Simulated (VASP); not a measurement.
Here is a VASP 6.6.1 calculation.

File INCAR:

```
ALGO = Fast
EDIFF = 1E-7
EDIFFG = -0.01
ENCUT = 600
GGA = CA
IBRION = 2
ISIF = 2
ISMEAR = 1
LASPH = True
LCHARG = False
LREAL = False
LWAVE = False
NELM = 80
NSW = 40
PREC = Accurate
SIGMA = 0.1
```

File KPOINTS:

```
k-points
0
Gamma
  16 16 16
```

File POSCAR:

```
Rh                                      
1.0
    0.0000000000      1.8531085729      1.8531085729
    1.8531085729      0.0000000000      1.8531085729
    1.8531085729      1.8531085729      0.0000000000
  Rh            
     1
Direct
     0.0000000000000000    0.0000000000000000    0.0000000000000000
```

Potentials or basis: VASP PAW LDA potentials, release 64 (Rh_pv).

Command:

```console
$ cat potpaw_LDA.64/Rh_pv/POTCAR > POTCAR
$ mpirun -np 1 vasp_std > vasp.out
```

Task: Predict the band gap on the k mesh.

Result: None (metal or under the smearing width).

Final structure:
```
CELL_PARAMETERS angstrom
0.00000 1.85311 1.85311
1.85311 0.00000 1.85311
1.85311 1.85311 0.00000
ATOMIC_POSITIONS crystal
Rh 0.00000 0.00000 0.00000
```

Caveat: the relaxation stopped at its first step, so nothing moved.
